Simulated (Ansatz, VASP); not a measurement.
## Cross-check of P (black phosphorene monolayer) between VASP and Ansatz

Aim: how closely do two programs agree when they are given the same cell, functional and k mesh?

Calculated with Ansatz 0.2.0; plane waves, with VASP 6.6.1 beside it; band structure at PBE with D3(BJ).

## Step 1: Set-up

The cell holds 4 atoms: 4 P. Its edges and angles: a = 4.439 Å, b = 3.290 Å, c = 20.240 Å, α = 90.0°, β = 90.0°, γ = 90.0°. Vacuum lies along c.

## Step 2: VASP: band structure, PBE with D3(BJ)

Levels along a path test the potential and the projectors away from the mesh points.

Lines of VASP's logs that name or quote its potential files are left out, and so is its time.

File INCAR:

```
SYSTEM = P
PREC = Normal
ENCUT = 340
EDIFF = 1E-06
NELM = 120
ISMEAR = -1
SIGMA = 0.05
LREAL = .FALSE.
ALGO = Fast
GGA = PE
IVDW = 12
NBANDS = 24
LORBIT = 11
LWAVE = .FALSE.
LCHARG = .TRUE.
IDIPOL = 3
LDIPOL = .TRUE.
DIPOL = 0.5 0.5 0.5
LVHAR = .TRUE.
LVACPOTAV = .TRUE.
LELF = .TRUE.
NEDOS = 1500
```

File POSCAR:

```
P
1.0
    4.4393869838      0.0000000000      0.0000000000
    0.0000000000      3.2895064626      0.0000000000
    0.0000000000      0.0000000000     20.2400000000
P
4
Direct
    0.0826516467      0.0000000000      0.4476830114
    0.4170898279      0.5000000000      0.4476572422
    0.9173483533      0.0000000000      0.5523169886
    0.5829101721      0.5000000000      0.5523427578
```

File KPOINTS:

```
Automatic mesh
0
Gamma
8 10 1
0 0 0
```

File KPOINTS_OPT:

```
Line mode
14
Line-mode
Reciprocal
  0.00000000   0.00000000   0.00000000 GAMMA
 -0.50000000   0.00000000   0.00000000 X

 -0.50000000   0.00000000   0.00000000 X
 -0.50000000  -0.50000000   0.00000000 S

 -0.50000000  -0.50000000   0.00000000 S
  0.00000000  -0.50000000   0.00000000 Y

  0.00000000  -0.50000000   0.00000000 Y
  0.00000000   0.00000000   0.00000000 GAMMA

  0.00000000   0.00000000   0.00000000 GAMMA
 -0.50000000  -0.50000000   0.00000000 S
```

PAW data sets: P (PBE family, release 64).

Started as:

```sh
$ mpirun -np 2 vasp_std
```

Numbers of over 12 decimals in the logs are rounded to 6 here.

What it wrote:

```text
[banner, memory and clock lines left out]
running    2 mpi-ranks, on    1 nodes
 distrk:  each k-point on    2 cores,    1 groups
 distr:  one band on    1 cores,    2 groups

 POSCAR found type information on POSCAR P
 POSCAR found :  1 types and       4 ions
 LDA part: xc-table for (Slater+PW92), standard interpolation
 POSCAR, INCAR and KPOINTS ok, starting setup
 FFT: planning ... GRIDC
 FFT: planning ... GRID_SOFT
 FFT: planning ... GRID
 WAVECAR not read
 entering main loop
       N       E                     dE             d eps       ncg     rms          rms(c)
DAV:   1     0.943330013508E+02    0.94333E+02   -0.50059E+03  1448   0.423E+02
DAV:   2    -0.112880426041E+02   -0.10562E+03   -0.10013E+03  2072   0.109E+02
DAV:   3    -0.214160502382E+02   -0.10128E+02   -0.10042E+02  1872   0.359E+01
DAV:   4    -0.216490268758E+02   -0.23298E+00   -0.23285E+00  2152   0.665E+00
DAV:   5    -0.216521536178E+02   -0.31267E-02   -0.31267E-02  2072   0.655E-01    0.104E+01
RMM:   6    -0.215008783251E+02    0.15128E+00   -0.62085E-02  1656   0.870E-01    0.623E+00
RMM:   7    -0.214287479088E+02    0.72130E-01   -0.14365E-01  1894   0.137E+00    0.284E-01
RMM:   8    -0.214272113399E+02    0.15366E-02   -0.11461E-02  1817   0.498E-01    0.959E-02
RMM:   9    -0.214271852923E+02    0.26048E-04   -0.21213E-03  2022   0.212E-01    0.111E-01
RMM:  10    -0.214271438619E+02    0.41430E-04   -0.42474E-04  1941   0.927E-02    0.548E-02
RMM:  11    -0.214271970339E+02   -0.53172E-04   -0.40602E-04  1938   0.661E-02    0.392E-02
RMM:  12    -0.214274876935E+02   -0.29066E-03   -0.91158E-05  2000   0.370E-02    0.203E-02
RMM:  13    -0.214277847297E+02   -0.29704E-03   -0.76793E-05  1986   0.270E-02    0.437E-03
RMM:  14    -0.214279358911E+02   -0.15116E-03   -0.20977E-05  2035   0.158E-02    0.613E-03
RMM:  15    -0.214279733597E+02   -0.37469E-04   -0.46786E-06  1871   0.761E-03    0.492E-03
RMM:  16    -0.214280009579E+02   -0.27598E-04   -0.23030E-06  1794   0.469E-03    0.937E-04
RMM:  17    -0.214280043423E+02   -0.33844E-05   -0.49924E-07  1680   0.235E-03    0.129E-03
RMM:  18    -0.214280140485E+02   -0.97062E-05   -0.35556E-07  1641   0.173E-03    0.404E-04
RMM:  19    -0.214280175614E+02   -0.35129E-05   -0.68331E-08  1412   0.974E-04    0.229E-04
RMM:  20    -0.214280219106E+02   -0.43492E-05   -0.80989E-08  1459   0.931E-04    0.163E-04
RMM:  21    -0.214280226184E+02   -0.70777E-06   -0.77597E-09  1245   0.672E-04
|                                                                             |
|           W    W    AA    RRRRR   N    N  II  N    N   GGGG   !!!           |
|           W    W   A  A   R    R  NN   N  II  NN   N  G    G  !!!           |
|           W    W  A    A  R    R  N N  N  II  N N  N  G       !!!           |
|           W WW W  AAAAAA  RRRRR   N  N N  II  N  N N  G  GGG   !            |
|           WW  WW  A    A  R   R   N   NN  II  N   NN  G    G                |
|           W    W  A    A  R    R  N    N  II  N    N   GGGG   !!!           |
|                                                                             |
|     Did not find any points to average over, which means that no vacuum     |
|     field-free region was found. Please increase the size of  your cell     |
|     in the dimension of the dipole correction to obtain accurate            |
|     workfunction values.                                                    |
|                                                                             |

   1 F= -.22420868E+02 E0= -.22420857E+02  d E =-.220630E-04
 Start KPOINTS_OPT (optional k-point list driver)
k-point batch [1-30\70]
       N       E                     dE             ncg
DAV:   1    -0.158512674956E+04   -0.11091E+05     1440
DAV:   2    -0.460739117265E+04   -0.30223E+04     2104
DAV:   3    -0.491384658745E+04   -0.30646E+03     1960
DAV:   4    -0.492035047290E+04   -0.65039E+01     2112
DAV:   5    -0.492045219634E+04   -0.10172E+00     2120
DAV:   6    -0.492045454488E+04   -0.23485E-02     2136
DAV:   7    -0.492045460852E+04   -0.63641E-04     2144
DAV:   8    -0.492045461069E+04   -0.21689E-05     1816
DAV:   9    -0.492045461082E+04   -0.12756E-06     1392
[...]
k-point batch [61-70\70]
       N       E                     dE             ncg
DAV:   1     0.404012569873E+04   -0.47685E+04      480
DAV:   2     0.300085792575E+04   -0.10393E+04      680
DAV:   3     0.290857641296E+04   -0.92282E+02      632
DAV:   4     0.290653887517E+04   -0.20375E+01      688
DAV:   5     0.290651494046E+04   -0.23935E-01      712
DAV:   6     0.290651423301E+04   -0.70745E-03      712
DAV:   7     0.290651420338E+04   -0.29631E-04      712
DAV:   8     0.290651420157E+04   -0.18125E-05      600
DAV:   9     0.290651420154E+04   -0.27688E-07      464
```

From OUTCAR (step 2):

```text
ion  position               nearest neighbor table
   1  0.083  0.000  0.448-   2 2.22   2 2.22   3 2.24
   2  0.417  0.500  0.448-   1 2.22   1 2.22   4 2.24
   3  0.917  0.000  0.552-   4 2.22   4 2.22   1 2.24
   4  0.583  0.500  0.552-   3 2.22   3 2.22   2 2.24

  LATTYP: Found a simple orthorhombic cell.
 ALAT       =     3.2895064626
 B/A-ratio  =     1.3495601952
 C/A-ratio  =     6.1528986886

 Subroutine GETGRP returns: Found  4 space group operations
 (whereof  4 operations were pure point group operations)

The static configuration has the point symmetry C_2h.

 Found     30 irreducible k-points:

   k-points           NKPTS =     30   k-points in BZ     NKDIM =     30   number of bands    NBANDS=     24

   dimension x,y,z NGX =    20 NGY =   16 NGZ =   96
   dimension x,y,z NGXF=    40 NGYF=   32 NGZF=  192

   ENCUT  =  340.0 eV  24.99 Ry    5.00 a.u.   6.67  4.95 30.43*2*pi/ulx,y,z

   NELECT =      20.0000    total number of electrons

 k-points in reciprocal lattice and weights: Automatic mesh
   0.00000000  0.00000000  0.00000000       0.013
   0.12500000  0.00000000  0.00000000       0.025
   0.25000000  0.00000000  0.00000000       0.025
   0.37500000  0.00000000  0.00000000       0.025
   0.50000000  0.00000000  0.00000000       0.013
   0.00000000  0.10000000  0.00000000       0.025
   0.12500000  0.10000000  0.00000000       0.050
   0.25000000  0.10000000  0.00000000       0.050
   0.37500000  0.10000000  0.00000000       0.050
[...]
0.37500000  0.50000000  0.00000000       0.025
   0.50000000  0.50000000  0.00000000       0.013

 dipolmoment           0.000000      0.000000      0.000000 electrons x Angstroem

 average (electrostatic) potential at core
       1 -91.0883       2 -91.0882       3 -91.0883       4 -91.0882

 E-fermi :  -1.7014

 k-point     1 :       0.0000    0.0000    0.0000
  band No.  band energies     occupation
    ...
      6      -6.6285      2.00000
      7      -5.5506      2.00000
      8      -3.9649      2.00000
      9      -3.8497      2.00000
     10      -2.0875      1.99911
     11      -1.3470      0.00167
     12      -0.5085      0.00000
     13       0.6612      0.00000
     14       1.3808      0.00000
     15       2.2750      0.00000
    ...

 k-point     2 :       0.1250    0.0000    0.0000
  band No.  band energies     occupation
    ...
      6      -6.4144      2.00000
      7      -5.4845      2.00000
      8      -3.8966      2.00000
      9      -3.5179      2.00000
     10      -2.6792      2.00000
     11      -0.8286      0.00000
     12      -0.4408      0.00000
     13       0.4974      0.00000
     14       1.2701      0.00000
     15       2.4490      0.00000
    ...

 k-point     3 :       0.2500    0.0000    0.0000
  band No.  band energies     occupation
    ...
      6      -5.4643      2.00000
      7      -5.2936      2.00000
      8      -4.0481      2.00000
      9      -3.5548      2.00000
     10      -2.6796      2.00000
     11      -0.3100      0.00000
     12      -0.0128      0.00000
     13       0.0759      0.00000
     14       1.0994      0.00000
     15       2.7595      0.00000
    ...

 Edisp (eV)   -0.99285

  Total      -0.02556     0.04136    -0.02710     0.00000     0.00000    -0.01356
  in kB      -0.13857     0.22418    -0.14691     0.00000     0.00000    -0.07351
  external pressure =       -0.02 kB  Pullay stress =        0.00 kB

  energy-cutoff  :      340.00
  volume of cell :      295.57
      direct lattice vectors                 reciprocal lattice vectors
     4.439386984  0.000000000  0.000000000     0.225256326  0.000000000  0.000000000
     0.000000000  3.289506463  0.000000000     0.000000000  0.303996971  0.000000000
     0.000000000  0.000000000 20.240000000     0.000000000  0.000000000  0.049407115

 POSITION                                       TOTAL-FORCE (eV/Angst)
 -----------------------------------------------------------------------------------
      0.36692      0.00000      9.06110         0.007646      0.000000     -0.010762
      1.85162      1.64475      9.06058        -0.001266      0.000000     -0.000296
      4.07246      0.00000     11.17890        -0.007646      0.000000      0.010762
      2.58776      1.64475     11.17942         0.001266     -0.000000      0.000296
 -----------------------------------------------------------------------------------
    total drift:                                0.000000     -0.000000     -0.000000

  FREE ENERGIE OF THE ION-ELECTRON SYSTEM (eV)
  ---------------------------------------------------
  free  energy   TOTEN  =       -22.4208681971 eV

  energy  without entropy=      -22.4208461341  energy(sigma->0) =      -22.42085717

 vacuum level on the upper side and lower side of the slab         2.828         2.828

 total charge
# of ion       s       p       d       tot
------------------------------------------
    1        1.080   1.388   0.000   2.469
    2        1.080   1.388   0.000   2.468
    3        1.080   1.388   0.000   2.469
    4        1.080   1.388   0.000   2.468
--------------------------------------------------
tot          4.322   5.553   0.000   9.874

[... 3 further parts left out ...]
```

Within 0.02 Å the cell has space group Pmna; at a tight tolerance a small distortion makes it P2/m.

(Continued in part 2 of 2.)

[Lines on the potential files, build, host, timing and source positions are cut from VASP's logs without a mark.]

[Logs are printed without paths, hosts, clocks, repeated set-up lines and the standing remarks that a program may print on its own settings, such as how far it seeks lower states.]

[Hosts, paths, dates, database ids (printed as entryN), source tags and the programs' standing remarks are cut or masked in the printed files.]
